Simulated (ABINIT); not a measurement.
# GaP (F-43m) in ABINIT: a series of runs

Runs on GaP. Level: PBE. Tasks: equation of state.

Everything below comes from runs of ABINIT 10.8.3 (patched build). Logs are shortened: lines on timing, memory, paths and dates and some standing lists are left out, and cuts for length are marked. The log counts tension as positive stress, the text compression.

**The experiment to reproduce.**

From “Phosphorous dimerization in GaP at high pressure”, 2017, arxiv:1709.06667, for a bulk crystal of GaP: bulk modulus 87.5 ± 0.6 GPa.

The runs below are set against these values where they give the same quantity.

## (1) The crystal as given

The structure is cubic, space group F-43m (No. 216). Conventional cell: a = 5.451 Å, b = 5.451 Å, c = 5.451 Å, α = 90.00°, β = 90.00°, γ = 90.00°. Around Ga (site symmetry -43m) lie 4 P at 2.36 Å. Around P (site symmetry -43m) lie 4 Ga at 2.36 Å.

## (2) Equation of state, PBE

File run.abi:

```
# Datasets: one volume each
ndtset 7
getwfk -1
scalecart1 3*0.9795861087
scalecart2 3*0.9864848297
scalecart3 3*0.9932883884
scalecart4 3*1.0000000000
scalecart5 3*1.0066227096
scalecart6 3*1.0131594038
scalecart7 3*1.0196128224

# Pseudopotentials
pp_dirpath "./"
pseudos "Ga.GGA_PBE-JTH.xml, P.GGA_PBE-JTH.xml"

# Structure
acell 3*1.0
rprim
     0.0000000000     5.1499761211     5.1499761211
     5.1499761211     0.0000000000     5.1499761211
     5.1499761211     5.1499761211     0.0000000000
ntypat 2
znucl 31 15
natom 2
typat 1 2
xred
     0.0000000000     0.0000000000     0.0000000000
     0.7500000000     0.7500000000     0.7500000000

# Plane-wave basis
ecut 408.170794 eV
pawecutdg 30.0

# k points
kptopt 1
ngkpt 8 8 8
nshiftk 1
shiftk 0.0 0.0 0.0

# Exchange and correlation
ixc 11

# Bands and occupations
nband 13
occopt 3
tsmear 0.00183747

# SCF cycle
nstep 100
tolvrs 1.0e-9

# Output
iomode 3
prtwf 1
prtden 0
prteig 0
prtebands 0
```

Potentials or basis: JTH PAW PBE v2.0.

Run with:

```console
> abinit run.abi > log 2>&1
```

run.abo:

```text
.Version 10.8.3 of ABINIT
 DATASET    1 : space group F-4 3 m (#216); Bravais cF (face-center cubic)
================================================================================
 Values of the parameters that define the memory need for DATASET  1.
     intxc =       0    ionmov =       0      iscf =      17    lmnmax =      18
     lnmax =       6     mgfft =      27  mpssoang =       3    mqgrid =    3001
     natom =       2  nloc_mem =       2    nspden =       1   nspinor =       1
    nsppol =       1      nsym =      24    n1xccc =       1    ntypat =       2
    occopt =       3   xclevel =       2
       mpw =         724          nfft =       19683          nkpt =          29
 PAW method is used; the additional fine FFT grid is defined by:
   mgfftf=        36    nfftf =     46656
================================================================================
================================================================================
[... 71 lines left out ...]
 DATASET    7 : space group F-4 3 m (#216); Bravais cF (face-center cubic)
================================================================================
 Values of the parameters that define the memory need for DATASET  7.
     intxc =       0    ionmov =       0      iscf =      17    lmnmax =      18
     lnmax =       6     mgfft =      27  mpssoang =       3    mqgrid =    3001
     natom =       2  nloc_mem =       2    nspden =       1   nspinor =       1
    nsppol =       1      nsym =      24    n1xccc =       1    ntypat =       2
    occopt =       3   xclevel =       2
       mpw =         817          nfft =       19683          nkpt =          29
 PAW method is used; the additional fine FFT grid is defined by:
   mgfftf=        40    nfftf =     64000
================================================================================
================================================================================

--------------------------------------------------------------------------------
------------- Echo of variables that govern the present computation ------------
--------------------------------------------------------------------------------
 -outvars: echo values of preprocessed input variables --------
            acell      1.0000000000E+00  1.0000000000E+00  1.0000000000E+00 Bohr
              amu      6.97230000E+01  3.09737620E+01
             ecut      1.50000000E+01 Hartree
           getwfk          -1
              ixc          11
           jdtset        1    2    3    4    5    6    7
         kptrlatt        8    0    0      0    8    0      0    0    8
          kptrlen1     5.70759065E+01
          kptrlen2     5.74778628E+01
          kptrlen3     5.78742744E+01
          kptrlen4     5.82653286E+01
          kptrlen5     5.86512030E+01
          kptrlen6     5.90320656E+01
          kptrlen7     5.94080762E+01
            natom           2
            nband          13
           ndtset           7
[... 135 lines left out ...]
 basis_size (lnmax)=  4 (lmn_size=  8), orbitals=   0   0   1   1
 Spheres core radius: rc_sph= 1.60765221
 Shapefunction is SIN type: shapef(r)=[sin(pi*r/rshp)/(pi*r/rshp)]**2
 Radius for shape functions =  1.60765221
 Compensation charge density is not taken into account in XC energy/potential

   4.33120550E+02                                ecore*ucvol(ha*bohr**3)
--------------------------------------------------------------------------------

================================================================================

--- !BeginCycle
iteration_state: {dtset: 1, }
solver: {iscf: 17, nstep: 100, nline: 4, wfoptalg: 10, }
tolerances: {tolvrs: 1.00E-09, }
...
[... 721 lines left out ...]
 getcut: wavevector=  0.0000  0.0000  0.0000  ngfft=  40  40  40
         ecut(hartree)=     30.000   => boxcut(ratio)=   2.21283

 getcut : COMMENT -
  Note that boxcut > 2.2 ; recall that boxcut=Gcut(box)/Gcut(sphere) = 2
  is sufficient for exact treatment of convolution.
  Such a large boxcut is a waste : you could raise ecut
  e.g. ecut=   36.724498 Hartrees makes boxcut=2

--------------------------------------------------------------------------------

-inwffil : will read wavefunctions from disk file runo_DS4_WFK.nc

================================================================================
[... 506 lines left out ...]
-Cartesian components of stress tensor (GPa)         [Pressure= -2.0938E+00 GPa]
- sigma(1 1)=  2.09375247E+00  sigma(3 2)=  0.00000000E+00
- sigma(2 2)=  2.09375247E+00  sigma(3 1)=  0.00000000E+00
- sigma(3 3)=  2.09375247E+00  sigma(2 1)=  0.00000000E+00

== END DATASET(S) ==============================================================
================================================================================

 -outvars: echo values of variables after computation  --------
            acell      1.0000000000E+00  1.0000000000E+00  1.0000000000E+00 Bohr
           etotal1    -8.5770826649E+01
           etotal2    -8.5772261354E+01
           etotal3    -8.5773284045E+01
           etotal4    -8.5773943726E+01
           etotal5    -8.5774276784E+01
           etotal6    -8.5774307039E+01
           etotal7    -8.5774071135E+01
            fcart1    -0.0000000000E+00 -0.0000000000E+00 -0.0000000000E+00
                      -0.0000000000E+00 -0.0000000000E+00 -0.0000000000E+00
            fcart2     2.6500466159E-29  2.6500466159E-29 -7.9501398478E-29
                      -2.6500466159E-29 -2.6500466159E-29  7.9501398478E-29
            fcart3     1.3159475210E-29  1.3159475210E-29 -3.9478425629E-29
                      -1.3159475210E-29 -1.3159475210E-29  3.9478425629E-29
            fcart4    -0.0000000000E+00 -0.0000000000E+00 -0.0000000000E+00
                      -0.0000000000E+00 -0.0000000000E+00 -0.0000000000E+00
            fcart5    -3.2462892498E-30 -3.2462892498E-30  9.7388677493E-30
                       3.2462892498E-30  3.2462892498E-30 -9.7388677493E-30
[... 38 lines left out ...]
                       0.0000000000E+00  0.0000000000E+00  0.0000000000E+00
           xangst1     0.0000000000E+00  0.0000000000E+00  0.0000000000E+00
                       4.0044255614E+00  4.0044255614E+00  4.0044255614E+00
           xangst2     0.0000000000E+00  0.0000000000E+00  0.0000000000E+00
                       4.0326266704E+00  4.0326266704E+00  4.0326266704E+00
           xangst3     0.0000000000E+00  0.0000000000E+00  0.0000000000E+00
                       4.0604387679E+00  4.0604387679E+00  4.0604387679E+00
           xangst4     0.0000000000E+00  0.0000000000E+00  0.0000000000E+00
                       4.0878749972E+00  4.0878749972E+00  4.0878749972E+00
           xangst5     0.0000000000E+00  0.0000000000E+00  0.0000000000E+00
                       4.1149478062E+00  4.1149478062E+00  4.1149478062E+00
           xangst6     0.0000000000E+00  0.0000000000E+00  0.0000000000E+00
                       4.1416689950E+00  4.1416689950E+00  4.1416689950E+00
           xangst7     0.0000000000E+00  0.0000000000E+00  0.0000000000E+00
                       4.1680497635E+00  4.1680497635E+00  4.1680497635E+00
             xred      0.0000000000E+00  0.0000000000E+00  0.0000000000E+00
                       7.5000000000E-01  7.5000000000E-01  7.5000000000E-01
 Calculation completed.
```

Wall time 49 s (1 thread of Arm Neoverse V2, shared host); peak memory 0.13 GiB.

What came out:

```yaml
Equilibrium_volume: 20.89 Å³/atom
Bulk_modulus: 78 GPa
Pressure_derivative_of_the_bulk_modulus: 4.3
```

Energy against volume, from the lowest point:
```
volume (Å³/atom)  energy (meV/atom)
          19.026              47.35
          19.431              27.83
          19.836              13.92
          20.240               4.94
          20.645               0.41
          21.050               0.00
          21.455               3.21
```

Caveat: pressures at fixed basis lie under the slope of the energies. PBE usually gives volumes a little too large and moduli too small.

## (3) Equation of state, PBE

run.abi: that of step 2 with these lines changed.

```diff
@@ -16,7 +16,7 @@
 # Structure
-acell 3*1.0
+acell 7.2831660764 7.2831660764 7.2831660764
 rprim
-     0.0000000000     5.1499761211     5.1499761211
-     5.1499761211     0.0000000000     5.1499761211
-     5.1499761211     5.1499761211     0.0000000000
+     0.0000000000     0.7071067812     0.7071067812
+     0.7071067812     0.0000000000     0.7071067812
+     0.7071067812     0.7071067812     0.0000000000
 ntypat 2
@@ -30,4 +30,4 @@
 # Plane-wave basis
-ecut 408.170794 eV
-pawecutdg 30.0
+ecut 20.0
+pawecutdg 40.0
 
@@ -45,3 +45,3 @@
 occopt 3
-tsmear 0.00183747
+tsmear 0.05 eV
```

Potentials or basis: JTH PAW PBE v2.0.

Run with:

```console
> abinit run.abi > log 2>&1
```

Run time: 68 s. Hardware: 1 thread of Arm Neoverse V2, shared host; peak memory 0.14 GiB.

It converged, with:

* Equilibrium volume: 20.89 Å³/atom
* Bulk modulus: 77 GPa
* Pressure derivative of the bulk modulus: 4.4

Energy against volume, from the lowest point:
| volume (Å³/atom) | energy (meV/atom) |
| --- | --- |
| 19.026 | 46.83 |
| 19.431 | 27.48 |
| 19.836 | 13.64 |
| 20.240 | 4.77 |
| 20.645 | 0.38 |
| 21.050 | 0.00 |
| 21.455 | 3.23 |

Caveat: pressures at fixed basis lie under the slope of the energies. PBE usually gives volumes a little too large and moduli too small.

## (4) Comparison with measurements

Step 2. A measured bulk modulus of GaP is 87.5 GPa (“Phosphorous dimerization in GaP at high pressure”, 2017, arxiv:1709.06667); the calculated 78 GPa misses it by -11.3 %. The fit is for a static lattice scaled at fixed shape and fixed fractional positions.

Step 3. Measured bulk modulus of GaP: 87.5 GPa (“Phosphorous dimerization in GaP at high pressure”, 2017, arxiv:1709.06667). This calculation gives 77 GPa (-12.1 %). The fit is for a static lattice scaled at fixed shape and fixed fractional positions.
